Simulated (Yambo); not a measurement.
# Si in Yambo: convergence with bands in self energy

Crystal: Si.

```
CELL_PARAMETERS angstrom
0.00000 2.72185 2.72185
2.72185 0.00000 2.72185
2.72185 2.72185 0.00000
ATOMIC_POSITIONS crystal
Si 0.50000 0.50000 0.50000
Si 0.75000 0.75000 0.75000
```

* Program: Yambo 5.3.0
* Task: G0W0 quasiparticle levels
* Functional: PBE
* Potentials or basis: PseudoDojo 0.5 SR PBE standard
* Cutoff: 395 eV
* Density cutoff: 1578 eV
* k mesh: 6 × 6 × 6
* Occupations: fixed
* Spin: no spin polarisation
* k mesh of the self-consistent run: 8 × 8 × 8
* Random integration of the Coulomb term: yes
* Direction of the field or of q to 0: x + y + z
* Broadening: 0.1 eV
* States corrected: Γ and the k points of the band edges
* Frequency dependence of W: plasmon pole
* Terminator of the band sum in the self-energy: none
* Quasiparticle equation: linearised (Newton)
* Imaginary frequency of the plasmon-pole fit: 27.2114 eV
* Bands in the response: 104
* Bands in the self-energy: 9
* Cutoff of the response matrix: 6 Ry
* Cutoff of exchange and Vxc: 29 Ry
* Bands corrected (first, last): [4, 6]

These are the settings of the first run; the series varies bands in self energy, with any setting tied to it.

Problem. The values tried are 9, 14, 24, 44, 104, loosest first. From which on does the quasiparticle gap at the points computed stay within 0.05 eV of the tightest run that finished?

Solution. From 44 on.

```tsv
bands in self energy	quasiparticle gap at the points computed (eV)
9	0.962
14	0.994
24	1.053
44	1.096
104	1.132
```

The tightest run that finished is the yardstick and may itself not be fully converged.

Caveat, for the tightest run too: this k mesh misses the band edges, so its gaps are larger than the crystal's; this version prints the column dSc/dw multiplied by 27.2; the quasiparticle gap listed is the Kohn-Sham gap on the denser mesh of the self-consistent run plus the correction found on the GW mesh, so it differs from the gap in the log.
